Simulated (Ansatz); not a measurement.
Crystal: HfB2.

```
CELL_PARAMETERS angstrom
3.14000 0.00000 0.00000
-1.57000 2.71932 0.00000
0.00000 0.00000 3.48000
ATOMIC_POSITIONS crystal
Hf 0.00000 0.00000 0.00000
B 0.66667 0.33333 0.50000
B 0.33333 0.66667 0.50000
```

Base run:

```yaml
Program: Ansatz 0.2.0
Functional: PBEsol
Potentials_or_basis: Ansatz PAW
Cutoff: "420 eV (not typed: the program's choice for these potentials)"
k_mesh: 10 × 10 × 8
Occupations: fermi-dirac, width 0.05 eV
Spin: no spin polarisation
Hubbard_terms: Hf d U = 3 eV
```

Its results: band gap on the k mesh none (metal or under the smearing width); pressure -1.4 GPa.

The run is repeated on the same cell with these changes: hubbard terms from Hf d U = 3 eV to Hf d U = 1 eV. What comes out?

Band gap on the k mesh none (metal or under the smearing width); pressure -3.4 GPa.

Caveats: U without spin polarisation on a metal has little footing; the PAW data sets come from PBE, with cores solved anew for the run's functional, which leaves a small shift of forces and pressure; the U is typed as a test and isn't derived for this compound.
